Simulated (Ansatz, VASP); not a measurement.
**One calculation of In, two programs**

File INCAR:

```
SYSTEM = In
PREC = Accurate
ENCUT = 520
EDIFF = 1E-6
ISMEAR = 0
SIGMA = 0.15
LREAL = .FALSE.
LASPH = .TRUE.
NELM = 60
ALGO = Fast
ISIF = 2
LWAVE = .FALSE.
LCHARG = .TRUE.
GGA = PE
IVDW = 12
LELF = .TRUE.
LVHAR = .TRUE.
NBANDS = 20
```

The input KPOINTS:

```
Automatic mesh
0
G
  18 18 10
  0 0 0
```

The input POSCAR:

```
In
1.0
    3.2854525103      0.0000000000      0.0000000000
   -1.6427262551      2.8452853368      0.0000000000
    0.0000000000      0.0000000000      5.5091429200
In
2
Direct
    0.3333333333      0.6666666667      0.2500000000
    0.6666666667      0.3333333333      0.7500000000
```

Input for Ansatz:

```yaml
crystal:
  lattice:
    - [3.2854525103, 0.0, 0.0]
    - [-1.6427262551, 2.8452853368, 0.0]
    - [0.0, 0.0, 5.50914292]
  atoms:
    - { symbol: In, position: [0.3333333333, 0.6666666667, 0.25] }
    - { symbol: In, position: [0.6666666667, 0.3333333333, 0.75] }
basis:
  ecutwfc: 420
kpoints:
  mp_grid: { grid: [18, 18, 10] }
hamiltonian:
  xc: pbe
  dispersion: d3bj
scf:
  occupations: { method: gaussian, width: 0.15 }
output:
  forces: true
  stress: true
  eigenvalues: true
```

Change from the starting cell: strain -0.015 along x and y, +0.000 along z, atoms carried along.

Alike in both runs: task single point; functional PBE; dispersion D3(BJ); k mesh 18 × 18 × 10; occupations gaussian, width 0.15 eV; no spin polarisation.

|  | VASP | Ansatz |
| --- | --- | --- |
| version | VASP 6.6.1 | Ansatz 0.2.0 |
| potentials or method | VASP PAW PBE potentials, release 64 (In_d) | scalar-relativistic, plane waves, PAW |
| plane-wave cutoff (eV) | 520 | 420 |
| valence electrons in the cell | 26 | 26 |

```tsv
	VASP	Ansatz	Ansatz less VASP
gap on the k mesh at the Fermi level (eV)	none	none	-
pressure (GPa)	0.7	0.8	+0.08
largest component of the traceless stress (GPa)	0.33	0.33	-0.002
```

A gap of «none» marks a metal or a gap that the smearing closes.

Caveats: pairwise dispersion overbinds metals, which lowers pressure and volume.
